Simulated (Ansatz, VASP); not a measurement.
## CaSiS3: VASP beside Ansatz

One calculation is typed for both programs; each brings its own data sets. How far apart do they land? The cell is generated by rule, not measured, and may not be a known phase. The cell is taken from a series of runs on this material, whose earlier steps may have relaxed, scaled, displaced or heated it; both programs get it as it stands.

Method: plane waves, with VASP 6.6.1 beside it; relaxation of cell and atoms at LDA, in Ansatz 0.2.0.

## (1) Set-up

The structure is orthorhombic, space group Imma (No. 74). The conventional cell has a = 6.324 Å, b = 8.927 Å, c = 6.420 Å, α = 90.00°, β = 90.00°, γ = 90.00°. Nearest to Ca lie 7 S at 2.72 to 3.24 Å. Nearest to Si lie 6 S at 2.31 Å. S has 2 Si at 2.31 Å and 3 Ca at 2.72 to 3.24 Å nearest. S has 2 Si at 2.31 Å and 2 Ca at 2.77 Å nearest. Farther neighbours and most contacts between anions are not listed.

## (2) Ansatz: relaxation of cell and atoms, LDA, pair 1

Ansatz runs on its PAW soft_1 files.

The relaxed volume is the usual yardstick between codes: in a stiff, nearly cubic crystal its relative difference is about their pressure difference at one cell divided by the bulk modulus.

The input, input.yaml:

```yaml
crystal:
  lattice:
    - [-3.1621966106, 4.4635365752, 3.2099568813]
    - [3.1621966106, -4.4635365752, 3.2099568813]
    - [3.1621966106, 4.4635365752, -3.2099568813]
  atoms:
    - { symbol: Ca, position: [0.7330897892, 0.9830897892, 0.75] }
    - { symbol: Ca, position: [0.2669102108, 0.0169102108, 0.25] }
    - { symbol: Si, position: [0.0, 0.5, 0.5] }
    - { symbol: Si, position: [0.5, 0.5, 0.0] }
    - { symbol: S, position: [0.8425741296, 0.5925741296, 0.25] }
    - { symbol: S, position: [0.1574258704, 0.4074258704, 0.75] }
    - { symbol: S, position: [0.3088647665, 0.5, 0.3088647665] }
    - { symbol: S, position: [0.6911352335, 0.5, 0.6911352335] }
    - { symbol: S, position: [0.3088647665, 0.0, 0.8088647665] }
    - { symbol: S, position: [0.6911352335, 0.0, 0.1911352335] }
kpoints:
  mp_grid: { grid: [8, 8, 8] }
hamiltonian:
  xc: lda
  pseudopotentials: { kind: paw, azcp: { folder: soft_1 }, xc_functional: pbe }
scf:
  occupations: { method: methfessel_paxton, width: 0.2 }
output:
  forces: true
  stress: true
  eigenvalues: true
relax:
  adjacent_minimum: "off"
  f_tol: 0.001
  max_steps: 60
  cell: { stress_tol: 0.01 }
```

On the command line:

```console
$ ansatz run input.yaml --threads 4 --pin off --max-ram 16384MiB --backend cpu --events-out ev --progress --plain --runs-dir out
```

Numbers of over 12 decimals in the logs are rounded to 6 here.

Output:

```text
Engine: ansatz 0.2.0, aarch64-unknown-linux-gnu
Pseudopotentials: kind: paw
Pseudopotential: Ca, paw, valence charge 10, recommended cutoff 420 eV (normal), soft_1/Ca.paw.azcp
Pseudopotential: Si, paw, valence charge 4, recommended cutoff 420 eV (normal), soft_1/Si.paw.azcp
Pseudopotential: S, paw, valence charge 6, recommended cutoff 420 eV (normal), soft_1/S.paw.azcp
Functional definition: SPW92
  exchange = slater_x
  correlation = pw_c
Crystal: 10 atoms, lattice volume = 181.229 Å³
Basis set: ecut = 420 eV, 3543 PW (Γ)
Bands: 42, of which v1, the nominal top of the filled ones, is band 32 counted from 1 (31 counted from 0)
Symmetry: 8 space group operations
Space group: Imma (ITA 74), of the structure as read, at distance tolerance 5.7e-5 Å
k-points: 95 of 512
Non-local potential: Ca, projectors of the file, l = 0: 3, l = 1: 2, l = 2: 2
Non-local potential: Si, projectors of the file, l = 0: 2, l = 1: 2, l = 2: 1
Non-local potential: S, projectors of the file, l = 0: 2, l = 1: 2, l = 2: 1
PAW form: soft (Blöchl's): semilocal exchange-correlation on the pseudo side does not see the compensation charge
PAW frozen core: Ca, regenerated for the run's functional, and the local potential with it (the file was generated under x = pbe(κ = 0.804, μ = 0.219515), c = pbe(β = 0.066725))
PAW frozen core: Si, regenerated for the run's functional, and the local potential with it (the file was generated under x = pbe(κ = 0.804, μ = 0.219515), c = pbe(β = 0.066725))
PAW frozen core: S, regenerated for the run's functional, and the local potential with it (the file was generated under x = pbe(κ = 0.804, μ = 0.219515), c = pbe(β = 0.066725))
PAW one-centre angular grid: Ca, 110 points (default); XC on 64 Gauss nodes
PAW one-centre angular grid: Si, 110 points (default); XC on 64 Gauss nodes
PAW one-centre angular grid: S, 110 points (default); XC on 64 Gauss nodes
Initial density: superposition of atomic densities (chi_scale 0.1, normalization cell, long waves kept (reshape's long-wave potential 0.00 eV rms))
Initial wavefunctions: pseudopotential atomic-orbital guess
Functional: x = slater, c = lda
SCF iter   1: F=—  HF=-9994.225100 eV  |F-HF|=—  |Δ(HF+E_count)|=         —  Δρ=5.51e-2  dr2=1.31e1  ethr=3.10e-3  ⟨swp⟩=10.5  Hψ=23403  notcnv=0
preconditioner: auto → Resta (q_TF=auto, 2.294 Å⁻¹)  ε∞=6.8  [insulator: Δε(μ)=0.466 eV  Ē_g=7.961 eV  σ=0.200 eV  W_gap=1.06  n_scr=26 (ndim 8)  ℏωp=19.1 eV  f_vac=0.000  D(μ)=-0.06/eV (n_scr^D=0)  ε∞_Penn≈6.8]
SCF iter   2: F=—  HF=-9990.783124 eV  |F-HF|=—  |Δ(HF+E_count)|=    3.44e0  S|Δr|=    0.00e0  Δρ=2.32e-2  dr2=2.10e0  ethr=3.10e-3  ⟨swp⟩=4.7  Hψ=9652  notcnv=0  defer=304
SCF iter   3: F=—  HF=-9990.135512 eV  |F-HF|=—  |Δ(HF+E_count)|=   6.48e-1  S|Δr|=    0.00e0  Δρ=7.00e-3  dr2=1.48e-1  ethr=3.10e-3  ⟨swp⟩=4.5  Hψ=8149  notcnv=0  defer=296
SCF iter   4: F=—  HF=-9990.094204 eV  |F-HF|=—  |Δ(HF+E_count)|=   4.13e-2  S|Δr|=    0.00e0  Δρ=2.05e-3  dr2=8.73e-3  ethr=2.32e-4  ⟨swp⟩=3.4  Hψ=7679  notcnv=0  defer=264
SCF iter   5: F=—  HF=-9990.092394 eV  |F-HF|=—  |Δ(HF+E_count)|=   1.81e-3  S|Δr|=    0.00e0  Δρ=3.91e-4  dr2=3.15e-4  ethr=1.36e-5  ⟨swp⟩=2.2  Hψ=5766  notcnv=0  defer=264
SCF iter   6: F=—  HF=-9990.092400 eV  |F-HF|=—  |Δ(HF+E_count)|=   6.36e-6  S|Δr|=    0.00e0  Δρ=1.10e-4  dr2=2.59e-5  ethr=4.93e-7  ⟨swp⟩=2.1  Hψ=5942  notcnv=0  defer=264
SCF iter   7: F=—  HF=-9990.092495 eV  |F-HF|=—  |Δ(HF+E_count)|=   9.46e-5  S|Δr|=    0.00e0  Δρ=3.24e-5  dr2=2.90e-6  ethr=4.04e-8  ⟨swp⟩=2.0  Hψ=6086  notcnv=0  defer=265
SCF iter   8: F=-9990.092494 eV  HF=-9990.092494 eV  |F-HF|=8.80e-9  |Δ(HF+E_count)|=   5.57e-7  S|Δr|=    0.00e0  Δρ=7.00e-6  dr2=9.67e-8  ethr=1.56e-10  ⟨swp⟩=17.4  Hψ=29296  notcnv=0
SCF 1 converged in 8 iterations: F = -9990.092494 eV  dr2 = 9.67e-8
  greatest PAW one-centre occupation: 0.996 electrons in one spin orbital (limit 2), on the Ca atom at site 1 (counted from 0), in its partial waves of l = 0
relax step   1: F+E_penalty+E_count = -9990.09249440 eV  Δ(F+E_penalty+E_count) = +0.000e0 eV  max|allowed force component| = 7.562e-4 eV/Å  Δτ_max = 0.0000 Å  P = -0.003 GPa  Ω = 181.229 Å³  (8 SCF iters, dr2 threshold 1.00e-7 eV, accepted)
[...]
relax step   4: F+E_penalty+E_count = -9990.09249782 eV  Δ(F+E_penalty+E_count) = -1.490e-6 eV  max|allowed force component| = 3.098e-5 eV/Å  Δτ_max = 0.0001 Å  P = -0.000 GPa  Ω = 181.220 Å³  energy of the carried Pulay correction = +1.743e-6 eV  (6 SCF iters, accepted)
[...]
relax step   5: F+E_penalty+E_count = -9990.09249681 eV  Δ(F+E_penalty+E_count) = +1.012e-6 eV  max|allowed force component| = 3.138e-5 eV/Å  Δτ_max = 0.0000 Å  P = -0.000 GPa  Ω = 181.220 Å³  stress off target by 6.80e-4 GPa  SCF on the basis re-selected at this cell (its energy is not comparable with the rows above)  (6 SCF iters)
basis re-selected at this cell: Δ(F+E_penalty+E_count) = +1.012e-6 eV, ΔP = +0.000 GPa vs the last step (what re-selecting the basis moved, of the pressure what is left beyond the Pulay correction that the steps carried, after the strain that the cell walked since its last selection, with what the two solves' SCF thresholds leave and, on support functions, any second-order correction that the steps lacked; it is no m [...]
SCF converged after 6 iterations
Stability not checked: this state was not tested for a lower state beside it, because cold or Methfessel-Paxton smearing, or corrected tetrahedra, fill the levels in a way that the test cannot read (fill_not_monotonic; see scf.lower_state_search)
Free energy (F): -9990.092497 eV
Harris-Foulkes:  -9990.092497 eV  (|F-HF|=3.64e-12)
Internal energy: -9990.099544 eV  (E = F + TS)
E sigma→0 (E₀):  -9990.094258 eV
Entropy (-TS):   0.007047 eV (0.705 meV/atom)
Fermi energy:    8.071884 eV
Step filling:    the computed levels leave a gap of 0.0277 eV = 0.1 smearing widths at the electron count; against every level under it full and every level over it empty, smearing changes F+E_penalty+E_count by +2.007 meV and its σ→0 estimate by +0.245 meV
--- Per-component energies (eV) ---
  E_band       = -174.793126
  E_kinetic    = 1244.346511
  E_local      = -1991.373805  (includes V_loc(G=0)·N_el)
  E_nonlocal   = 443.016331
  E_hartree    = 631.328821
  E_xc         = -902.268003
  E_vxc        = -921.117892  (∫ρ·V_xc dr)
  E_paw        = -6076.716096  (= ΣΔE_a)
  E_vpaw       = -212.321986  (= ΣTr[D̂ρ^β])
  E_aug_tail   = 0.000059  (compensation charges beyond the density's cutoff)
  E_ewald      = -3340.087541
  E_core_change = 1.654180  (= ΣΔE_core)
  E_smearing   = 0.007047  (= −TS)
  E_closure    = 0.000000  (closes the sum)
  Σ components = -9990.092497   (vs F -9990.092497, Δ=0.00e0)
--- Forces (eV/Å), atoms counted from 1 ---
  atom   1  Ca     0.00000000     0.00000000    -0.00003138
  atom   2  Ca     0.00000000     0.00000000     0.00003138
  atom   3  Si     0.00000000     0.00000000     0.00000000
  atom   4  Si     0.00000000     0.00000000     0.00000000
  atom   5  S      0.00000000     0.00000000    -0.00002885
  atom   6  S      0.00000000     0.00000000     0.00002885
  atom   7  S     -0.00000000     0.00002345     0.00000000
  atom   8  S      0.00000000    -0.00002345     0.00000000
  atom   9  S      0.00000000     0.00002345     0.00000000
  atom  10  S      0.00000000    -0.00002345     0.00000000
  max |Σ_I F_I| component: 1.04e-17 eV/Å
--- Stress (GPa, compression-positive) ---
       -0.000680       0.000000       0.000000
        0.000000      -0.000215       0.000000
        0.000000       0.000000      -0.000095
  P = ⅓ Tr σ = -0.0003 GPa (-0.003 kbar)
--- Band table (eV; the first three rows and the last of 95) ---
  k-point 0: bands = [... 28 lower, 7.0805, 7.2747, 7.4732, 7.8759, 8.2295, 10.6299, 10.6578, 11.0792, ... 6 higher]
  k-point 1: bands = [... 28 lower, 7.0222, 7.1740, 7.3228, 7.6873, 8.3678, 10.6555, 10.9003, 10.9676, ... 6 higher]
  k-point 2: bands = [... 28 lower, 6.7917, 7.1903, 7.2344, 7.4420, 8.5460, 10.2479, 11.0168, 11.5068, ... 6 higher]
  k-point 94: bands = [... 28 lower, 6.4158, 6.7641, 7.0439, 8.0289, 8.7407, 9.6050, 10.7110, 10.9508, ... 6 higher]
--- Relaxed structure (4 steps of the walk, 3 accepted, 1 SCFs on fresh bases) ---
  F+E_penalty+E_count = -9990.09249681 eV   max|allowed force component| = 3.138e-5 eV/Å   (the final SCF, on the basis selected at the relaxed cell)
  cell:  # Å, volume = 181.2198 Å³
    - [-3.162215, 4.462885, 3.210248]
    - [3.162215, -4.462885, 3.210248]
    - [3.162215, 4.462885, -3.210248]
  atoms:
    - { symbol: Ca, position: [0.733086, 0.983086, 0.750000] }
    - { symbol: Ca, position: [0.266914, 0.016914, 0.25] }
    - { symbol: Si, position: [0.0, 0.500000, 0.500000] }
    - { symbol: Si, position: [0.500000, 0.500000, 0] }
    - { symbol: S, position: [0.842595, 0.592595, 0.25] }
    - { symbol: S, position: [0.157405, 0.407405, 0.75] }
    - { symbol: S, position: [0.308840, 0.500000, 0.308840] }
    - { symbol: S, position: [0.691160, 0.500000, 0.691160] }
    - { symbol: S, position: [0.308840, 2.7755575615628914e-17, 0.808840] }
    - { symbol: S, position: [0.691160, 2.7755575615628914e-17, 0.191160] }
```

(Continued in part 2 of 2.)

[Lines on the potential files, build, host, timing and source positions are cut from VASP's logs without a mark.]

[Logs are printed without paths, hosts, clocks, repeated set-up lines and the standing remarks that a program may print on its own settings, such as how far it seeks lower states.]

[Hosts, paths, dates, database ids (printed as entryN), source tags and the programs' standing remarks are cut or masked in the printed files.]
